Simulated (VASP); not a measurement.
# Au (Im-3m) in VASP: further runs, part 4 of 7

VASP 6.6.1. The steps go on from the part before.

## Step 48: Equation of state, PBE, 17.66 Å³/atom

The input, INCAR:

```
ADDGRID = F
ALGO = Normal
EDIFF = 1E-6
ENCUT = 460
GGA = PE
ISIF = 2
ISMEAR = 1
LASPH = T
LCHARG = F
LREAL = F
LWAVE = F
NELM = 100
PREC = Low
SIGMA = 0.15
```

The input, KPOINTS:

```
k-points
0
Gamma
  5 5 5
```

The input, POSCAR:

```
Au
1.0
   -1.6405277645      1.6405277645      1.6405277645
    1.6405277645     -1.6405277645      1.6405277645
    1.6405277645      1.6405277645     -1.6405277645
Au
1
Direct
    0.0000000000      0.0000000000      0.0000000000
```

Potentials or basis: VASP PAW PBE potentials, release 64 (Au).

Launch:

```console
cat potpaw_PBE.64/Au/POTCAR > POTCAR
mpirun -np 1 vasp_std > vasp.out
```

Run time: 2.7 s. Hardware: 1 thread of Intel Xeon 6975P-C (Granite Rapids), shared host; peak memory 0.09 GiB.

The run converged, but some of its settings lie outside the range that counts as converged, so its numbers aren't taken as properties of the crystal.

What came out:

* Free energy: -3.1946 eV
* Pressure: 3.3 GPa
* Band gap on the k mesh: none (metal or under the smearing width)

Caveat: the k mesh is coarse (spacing up to 0.54 Å⁻¹), so the values aren't converged.

## Step 49: Equation of state, PBE, 18.75 Å³/atom

INCAR is that of step 48.

KPOINTS is that of step 48.

The input, POSCAR:

```
Au
1.0
   -1.6736786712      1.6736786712      1.6736786712
    1.6736786712     -1.6736786712      1.6736786712
    1.6736786712      1.6736786712     -1.6736786712
Au
1
Direct
    0.0000000000      0.0000000000      0.0000000000
```

Launch:

```console
cat potpaw_PBE.64/Au/POTCAR > POTCAR
mpirun -np 1 vasp_std > vasp.out
```

Wall time 2.3 s (1 thread of Intel Xeon 6975P-C (Granite Rapids), shared host); peak memory 0.09 GiB.

These settings aren't checked as converged: the numbers below hold their error.

Results:

```
Free energy            : -3.1880 eV
Pressure               : -4.7 GPa
Band gap on the k mesh : none (metal or under the smearing width)
```

Caveat: the k mesh is coarse (spacing up to 0.53 Å⁻¹), so the values aren't converged.

## Step 50: Equation of state, PBE, 17.66 Å³/atom

Changes to INCAR since step 49:

```diff
@@ -12,3 +12,3 @@
 NELM = 100
-PREC = Low
+PREC = Normal
 SIGMA = 0.15
```

KPOINTS is that of step 49.

The input, POSCAR:

```
Au
1.0
   -1.6405277645      1.6405277645      1.6405277645
    1.6405277645     -1.6405277645      1.6405277645
    1.6405277645      1.6405277645     -1.6405277645
Au
1
Direct
    0.0000000000      0.0000000000      0.0000000000
```

Launch:

```console
cat potpaw_PBE.64/Au/POTCAR > POTCAR
mpirun -np 1 vasp_std > vasp.out
```

It took 2.2 s on 1 thread of Intel Xeon 6975P-C (Granite Rapids), shared host; peak memory 0.1 GiB.

The run converged, but some of its settings lie outside the range that counts as converged, so its numbers aren't taken as properties of the crystal.

What came out:

| Quantity | Value |
| --- | --- |
| Free energy | -3.1940 eV |
| Pressure | 3.2 GPa |
| Band gap on the k mesh | none (metal or under the smearing width) |

Caveat: the k mesh is coarse (spacing up to 0.54 Å⁻¹), so the values aren't converged.

## Step 51: Equation of state, PBE, 18.75 Å³/atom

INCAR is that of step 50.

KPOINTS is that of step 50.

The input, POSCAR:

```
Au
1.0
   -1.6736786712      1.6736786712      1.6736786712
    1.6736786712     -1.6736786712      1.6736786712
    1.6736786712      1.6736786712     -1.6736786712
Au
1
Direct
    0.0000000000      0.0000000000      0.0000000000
```

Potentials or basis: VASP PAW PBE potentials, release 64 (Au).

Launch:

```console
cat potpaw_PBE.64/Au/POTCAR > POTCAR
mpirun -np 1 vasp_std > vasp.out
```

Run time: 2.5 s. Hardware: 1 thread of Intel Xeon 6975P-C (Granite Rapids), shared host; peak memory 0.1 GiB.

These settings aren't checked as converged: the numbers below hold their error.

Results:

- Free energy: -3.1875 eV
- Pressure: -4.7 GPa
- Band gap on the k mesh: none (metal or under the smearing width)

Caveat: the k mesh is coarse (spacing up to 0.53 Å⁻¹), so the values aren't converged.

## Step 52: Equation of state, PBE, 17.66 Å³/atom

Changes to INCAR since step 51:

```diff
@@ -9,6 +9,6 @@
 LCHARG = F
-LREAL = F
+LREAL = Auto
 LWAVE = F
 NELM = 100
-PREC = Normal
+PREC = Accurate
 SIGMA = 0.15
```

KPOINTS is that of step 51.

The input, POSCAR:

```
Au
1.0
   -1.6405277645      1.6405277645      1.6405277645
    1.6405277645     -1.6405277645      1.6405277645
    1.6405277645      1.6405277645     -1.6405277645
Au
1
Direct
    0.0000000000      0.0000000000      0.0000000000
```

Launch:

```console
cat potpaw_PBE.64/Au/POTCAR > POTCAR
mpirun -np 1 vasp_std > vasp.out
```

Wall time 3.5 s (1 thread of Intel Xeon 6975P-C (Granite Rapids), shared host); peak memory 0.12 GiB.

The run converged, but some of its settings lie outside the range that counts as converged, so its numbers aren't taken as properties of the crystal.

What came out:

| Quantity | Value |
| --- | --- |
| Free energy | -3.1942 eV |
| Pressure | 3.3 GPa |
| Band gap on the k mesh | none (metal or under the smearing width) |

Caveat: the k mesh is coarse (spacing up to 0.54 Å⁻¹), so the values aren't converged.

## Step 53: Equation of state, PBE, 18.75 Å³/atom

INCAR is that of step 52.

KPOINTS is that of step 52.

The input, POSCAR:

```
Au
1.0
   -1.6736786712      1.6736786712      1.6736786712
    1.6736786712     -1.6736786712      1.6736786712
    1.6736786712      1.6736786712     -1.6736786712
Au
1
Direct
    0.0000000000      0.0000000000      0.0000000000
```

Launch:

```console
cat potpaw_PBE.64/Au/POTCAR > POTCAR
mpirun -np 1 vasp_std > vasp.out
```

Wall time 3.7 s (1 thread of Intel Xeon 6975P-C (Granite Rapids), shared host); peak memory 0.11 GiB.

These settings aren't checked as converged: the numbers below hold their error.

What came out:

| Property | Result |
| --- | --- |
| Free energy | -3.1877 eV |
| Pressure | -4.7 GPa |
| Band gap on the k mesh | none (metal or under the smearing width) |

Caveat: the k mesh is coarse (spacing up to 0.53 Å⁻¹), so the values aren't converged.

## Step 54: Equation of state, PBE, 17.66 Å³/atom

The input, INCAR:

```
ADDGRID = F
ALGO = Normal
EDIFF = 0.01
ENCUT = 460
GGA = PE
ISIF = 2
ISMEAR = 1
LASPH = T
LCHARG = F
LREAL = F
LWAVE = F
NELM = 100
PREC = Accurate
SIGMA = 0.15
```

KPOINTS is that of step 53.

The input, POSCAR:

```
Au
1.0
   -1.6405277645      1.6405277645      1.6405277645
    1.6405277645     -1.6405277645      1.6405277645
    1.6405277645      1.6405277645     -1.6405277645
Au
1
Direct
    0.0000000000      0.0000000000      0.0000000000
```

Potentials or basis: VASP PAW PBE potentials, release 64 (Au).

Launch:

```console
cat potpaw_PBE.64/Au/POTCAR > POTCAR
mpirun -np 1 vasp_std > vasp.out
```

Wall time 2.5 s (1 thread of Intel Xeon 6975P-C (Granite Rapids), shared host); peak memory 0.11 GiB.

These settings aren't checked as converged: the numbers below hold their error.

What came out:

* Free energy: -3.1940 eV
* Pressure: 2.8 GPa
* Band gap on the k mesh: none (metal or under the smearing width)

Caveat: the k mesh is coarse (spacing up to 0.54 Å⁻¹), so the values aren't converged.

## Step 55: Equation of state, PBE, 18.75 Å³/atom

INCAR is that of step 54.

KPOINTS is that of step 54.

The input, POSCAR:

```
Au
1.0
   -1.6736786712      1.6736786712      1.6736786712
    1.6736786712     -1.6736786712      1.6736786712
    1.6736786712      1.6736786712     -1.6736786712
Au
1
Direct
    0.0000000000      0.0000000000      0.0000000000
```

Launch:

```console
cat potpaw_PBE.64/Au/POTCAR > POTCAR
mpirun -np 1 vasp_std > vasp.out
```

Run time: 2.7 s. Hardware: 1 thread of Intel Xeon 6975P-C (Granite Rapids), shared host; peak memory 0.11 GiB.

The run converged, but some of its settings lie outside the range that counts as converged, so its numbers aren't taken as properties of the crystal.

What came out:

* Free energy: -3.1875 eV
* Pressure: -5.1 GPa
* Band gap on the k mesh: none (metal or under the smearing width)

Caveat: the k mesh is coarse (spacing up to 0.53 Å⁻¹), so the values aren't converged.

## Step 56: Equation of state, PBE, 17.66 Å³/atom

Changes to INCAR since step 55:

```diff
@@ -2,3 +2,3 @@
 ALGO = Normal
-EDIFF = 0.01
+EDIFF = 0.001
 ENCUT = 460
```

KPOINTS is that of step 55.

The input, POSCAR:

```
Au
1.0
   -1.6405277645      1.6405277645      1.6405277645
    1.6405277645     -1.6405277645      1.6405277645
    1.6405277645      1.6405277645     -1.6405277645
Au
1
Direct
    0.0000000000      0.0000000000      0.0000000000
```

Launch:

```console
cat potpaw_PBE.64/Au/POTCAR > POTCAR
mpirun -np 1 vasp_std > vasp.out
```

It took 2.6 s on 1 thread of Intel Xeon 6975P-C (Granite Rapids), shared host; peak memory 0.11 GiB.

These settings aren't checked as converged: the numbers below hold their error.

Results:

| Quantity | Value |
| --- | --- |
| Free energy | -3.1940 eV |
| Pressure | 3.1 GPa |
| Band gap on the k mesh | none (metal or under the smearing width) |

Caveat: the k mesh is coarse (spacing up to 0.54 Å⁻¹), so the values aren't converged.

## Step 57: Equation of state, PBE, 18.75 Å³/atom

INCAR is that of step 56.

KPOINTS is that of step 56.

The input, POSCAR:

```
Au
1.0
   -1.6736786712      1.6736786712      1.6736786712
    1.6736786712     -1.6736786712      1.6736786712
    1.6736786712      1.6736786712     -1.6736786712
Au
1
Direct
    0.0000000000      0.0000000000      0.0000000000
```

Potentials or basis: VASP PAW PBE potentials, release 64 (Au).

Launch:

```console
cat potpaw_PBE.64/Au/POTCAR > POTCAR
mpirun -np 1 vasp_std > vasp.out
```

It took 2.6 s on 1 thread of Intel Xeon 6975P-C (Granite Rapids), shared host; peak memory 0.11 GiB.

The run converged, but some of its settings lie outside the range that counts as converged, so its numbers aren't taken as properties of the crystal.

Results:

```yaml
Free_energy: -3.1875 eV
Pressure: -4.8 GPa
Band_gap_on_the_k_mesh: none (metal or under the smearing width)
```

Caveat: the k mesh is coarse (spacing up to 0.53 Å⁻¹), so the values aren't converged.

## Step 58: Equation of state, PBE, 17.66 Å³/atom

Changes to INCAR since step 57:

```diff
@@ -2,3 +2,3 @@
 ALGO = Normal
-EDIFF = 0.001
+EDIFF = 1E-4
 ENCUT = 460
```

KPOINTS is that of step 57.

The input, POSCAR:

```
Au
1.0
   -1.6405277645      1.6405277645      1.6405277645
    1.6405277645     -1.6405277645      1.6405277645
    1.6405277645      1.6405277645     -1.6405277645
Au
1
Direct
    0.0000000000      0.0000000000      0.0000000000
```

Launch:

```console
cat potpaw_PBE.64/Au/POTCAR > POTCAR
mpirun -np 1 vasp_std > vasp.out
```

It took 2.7 s on 1 thread of Intel Xeon 6975P-C (Granite Rapids), shared host; peak memory 0.11 GiB.

These settings aren't checked as converged: the numbers below hold their error.

What came out:

```
Free energy            : -3.1940 eV
Pressure               : 3.1 GPa
Band gap on the k mesh : none (metal or under the smearing width)
```

Caveat: the k mesh is coarse (spacing up to 0.54 Å⁻¹), so the values aren't converged.

## Step 59: Equation of state, PBE, 18.75 Å³/atom

INCAR is that of step 58.

KPOINTS is that of step 58.

The input, POSCAR:

```
Au
1.0
   -1.6736786712      1.6736786712      1.6736786712
    1.6736786712     -1.6736786712      1.6736786712
    1.6736786712      1.6736786712     -1.6736786712
Au
1
Direct
    0.0000000000      0.0000000000      0.0000000000
```

Launch:

```console
cat potpaw_PBE.64/Au/POTCAR > POTCAR
mpirun -np 1 vasp_std > vasp.out
```

Run time: 2.8 s. Hardware: 1 thread of Intel Xeon 6975P-C (Granite Rapids), shared host; peak memory 0.11 GiB.

These settings aren't checked as converged: the numbers below hold their error.

Results:

* Free energy: -3.1875 eV
* Pressure: -4.8 GPa
* Band gap on the k mesh: none (metal or under the smearing width)

Caveat: the k mesh is coarse (spacing up to 0.53 Å⁻¹), so the values aren't converged.

## Step 60: Equation of state, PBE, 17.66 Å³/atom

Changes to INCAR since step 59:

```diff
@@ -2,3 +2,3 @@
 ALGO = Normal
-EDIFF = 1E-4
+EDIFF = 1E-5
 ENCUT = 460
```

KPOINTS is that of step 59.

The input, POSCAR:

```
Au
1.0
   -1.6405277645      1.6405277645      1.6405277645
    1.6405277645     -1.6405277645      1.6405277645
    1.6405277645      1.6405277645     -1.6405277645
Au
1
Direct
    0.0000000000      0.0000000000      0.0000000000
```

Potentials or basis: VASP PAW PBE potentials, release 64 (Au).

Launch:

```console
cat potpaw_PBE.64/Au/POTCAR > POTCAR
mpirun -np 1 vasp_std > vasp.out
```

Wall time 2.6 s (1 thread of Intel Xeon 6975P-C (Granite Rapids), shared host); peak memory 0.12 GiB.

The run converged, but some of its settings lie outside the range that counts as converged, so its numbers aren't taken as properties of the crystal.

Results:

- Free energy: -3.1940 eV
- Pressure: 3.1 GPa
- Band gap on the k mesh: none (metal or under the smearing width)

Caveat: the k mesh is coarse (spacing up to 0.54 Å⁻¹), so the values aren't converged.

## Step 61: Equation of state, PBE, 18.75 Å³/atom

INCAR is that of step 60.

KPOINTS is that of step 60.

The input, POSCAR:

```
Au
1.0
   -1.6736786712      1.6736786712      1.6736786712
    1.6736786712     -1.6736786712      1.6736786712
    1.6736786712      1.6736786712     -1.6736786712
Au
1
Direct
    0.0000000000      0.0000000000      0.0000000000
```

Launch:

```console
cat potpaw_PBE.64/Au/POTCAR > POTCAR
mpirun -np 1 vasp_std > vasp.out
```

Run time: 2.7 s. Hardware: 1 thread of Intel Xeon 6975P-C (Granite Rapids), shared host; peak memory 0.11 GiB.

The run converged, but some of its settings lie outside the range that counts as converged, so its numbers aren't taken as properties of the crystal.

Results:

- Free energy: -3.1875 eV
- Pressure: -4.8 GPa
- Band gap on the k mesh: none (metal or under the smearing width)

Caveat: the k mesh is coarse (spacing up to 0.53 Å⁻¹), so the values aren't converged.

## Step 62: Equation of state, PBE, 17.66 Å³/atom

Changes to INCAR since step 61:

```diff
@@ -1,4 +1,4 @@
-ADDGRID = F
+ADDGRID = T
 ALGO = Normal
-EDIFF = 1E-5
+EDIFF = 1E-6
 ENCUT = 460
```

KPOINTS is that of step 61.

The input, POSCAR:

```
Au
1.0
   -1.6405277645      1.6405277645      1.6405277645
    1.6405277645     -1.6405277645      1.6405277645
    1.6405277645      1.6405277645     -1.6405277645
Au
1
Direct
    0.0000000000      0.0000000000      0.0000000000
```

Launch:

```console
cat potpaw_PBE.64/Au/POTCAR > POTCAR
mpirun -np 1 vasp_std > vasp.out
```

Wall time 4.9 s (1 thread of Intel Xeon 6975P-C (Granite Rapids), shared host); peak memory 0.17 GiB.

These settings aren't checked as converged: the numbers below hold their error.

What came out:

```yaml
Free_energy: -3.1940 eV
Pressure: 3.2 GPa
Band_gap_on_the_k_mesh: none (metal or under the smearing width)
```

Caveat: the k mesh is coarse (spacing up to 0.54 Å⁻¹), so the values aren't converged.

## Step 63: Equation of state, PBE, 18.75 Å³/atom

INCAR is that of step 62.

KPOINTS is that of step 62.

The input, POSCAR:

```
Au
1.0
   -1.6736786712      1.6736786712      1.6736786712
    1.6736786712     -1.6736786712      1.6736786712
    1.6736786712      1.6736786712     -1.6736786712
Au
1
Direct
    0.0000000000      0.0000000000      0.0000000000
```

Potentials or basis: VASP PAW PBE potentials, release 64 (Au).

Launch:

```console
cat potpaw_PBE.64/Au/POTCAR > POTCAR
mpirun -np 1 vasp_std > vasp.out
```

Run time: 6.1 s. Hardware: 1 thread of Intel Xeon 6975P-C (Granite Rapids), shared host; peak memory 0.17 GiB.

The run converged, but some of its settings lie outside the range that counts as converged, so its numbers aren't taken as properties of the crystal.

Results:

| Quantity | Value |
| --- | --- |
| Free energy | -3.1875 eV |
| Pressure | -4.7 GPa |
| Band gap on the k mesh | none (metal or under the smearing width) |

Caveat: the k mesh is coarse (spacing up to 0.53 Å⁻¹), so the values aren't converged.

## Step 64: Equation of state, PBE, 17.66 Å³/atom

Changes to INCAR since step 63:

```diff
@@ -1,2 +1,2 @@
-ADDGRID = T
+ADDGRID = F
 ALGO = Normal
@@ -7,3 +7,3 @@
 ISMEAR = 1
-LASPH = T
+LASPH = F
 LCHARG = F
```

KPOINTS is that of step 63.

The input, POSCAR:

```
Au
1.0
   -1.6405277645      1.6405277645      1.6405277645
    1.6405277645     -1.6405277645      1.6405277645
    1.6405277645      1.6405277645     -1.6405277645
Au
1
Direct
    0.0000000000      0.0000000000      0.0000000000
```

Launch:

```console
cat potpaw_PBE.64/Au/POTCAR > POTCAR
mpirun -np 1 vasp_std > vasp.out
```

Run time: 2.4 s. Hardware: 1 thread of Intel Xeon 6975P-C (Granite Rapids), shared host; peak memory 0.11 GiB.

The run converged, but some of its settings lie outside the range that counts as converged, so its numbers aren't taken as properties of the crystal.

Results:

| Property | Result |
| --- | --- |
| Free energy | -3.1939 eV |
| Pressure | 3.2 GPa |
| Band gap on the k mesh | none (metal or under the smearing width) |

Caveat: the k mesh is coarse (spacing up to 0.54 Å⁻¹), so the values aren't converged.

## Step 65: Equation of state, PBE, 18.75 Å³/atom

INCAR is that of step 64.

KPOINTS is that of step 64.

The input, POSCAR:

```
Au
1.0
   -1.6736786712      1.6736786712      1.6736786712
    1.6736786712     -1.6736786712      1.6736786712
    1.6736786712      1.6736786712     -1.6736786712
Au
1
Direct
    0.0000000000      0.0000000000      0.0000000000
```

Launch:

```console
cat potpaw_PBE.64/Au/POTCAR > POTCAR
mpirun -np 1 vasp_std > vasp.out
```

Run time: 2.5 s. Hardware: 1 thread of Intel Xeon 6975P-C (Granite Rapids), shared host; peak memory 0.12 GiB.

These settings aren't checked as converged: the numbers below hold their error.

What came out:

* Free energy: -3.1874 eV
* Pressure: -4.7 GPa
* Band gap on the k mesh: none (metal or under the smearing width)

Caveat: the k mesh is coarse (spacing up to 0.53 Å⁻¹), so the values aren't converged.

## Step 66: Equation of state, PBE, 17.66 Å³/atom

The input, INCAR:

```
ADDGRID = F
ALGO = Normal
EDIFF = 1E-4
ENCUT = 460
GGA = PE
ISIF = 2
ISMEAR = 1
LASPH = T
LCHARG = F
LREAL = Auto
LWAVE = F
NELM = 100
PREC = Normal
SIGMA = 0.15
```

KPOINTS is that of step 65.

The input, POSCAR:

```
Au
1.0
   -1.6405277645      1.6405277645      1.6405277645
    1.6405277645     -1.6405277645      1.6405277645
    1.6405277645      1.6405277645     -1.6405277645
Au
1
Direct
    0.0000000000      0.0000000000      0.0000000000
```

Potentials or basis: VASP PAW PBE potentials, release 64 (Au).

Launch:

```console
cat potpaw_PBE.64/Au/POTCAR > POTCAR
mpirun -np 1 vasp_std > vasp.out
```

Run time: 2.5 s. Hardware: 1 thread of Intel Xeon 6975P-C (Granite Rapids), shared host; peak memory 0.1 GiB.

These settings aren't checked as converged: the numbers below hold their error.

Results:

```
Free energy            : -3.1942 eV
Pressure               : 2.9 GPa
Band gap on the k mesh : none (metal or under the smearing width)
```

Caveat: the k mesh is coarse (spacing up to 0.54 Å⁻¹), so the values aren't converged.

## Step 67: Equation of state, PBE, 18.75 Å³/atom

INCAR is that of step 66.

KPOINTS is that of step 66.

The input, POSCAR:

```
Au
1.0
   -1.6736786712      1.6736786712      1.6736786712
    1.6736786712     -1.6736786712      1.6736786712
    1.6736786712      1.6736786712     -1.6736786712
Au
1
Direct
    0.0000000000      0.0000000000      0.0000000000
```

Launch:

```console
cat potpaw_PBE.64/Au/POTCAR > POTCAR
mpirun -np 1 vasp_std > vasp.out
```

It took 2.4 s on 1 thread of Intel Xeon 6975P-C (Granite Rapids), shared host; peak memory 0.1 GiB.

These settings aren't checked as converged: the numbers below hold their error.

Results:

```yaml
Free_energy: -3.1873 eV
Pressure: -4.5 GPa
Band_gap_on_the_k_mesh: none (metal or under the smearing width)
```

Caveat: the k mesh is coarse (spacing up to 0.53 Å⁻¹), so the values aren't converged.

(Continued in part 5 of 7.)
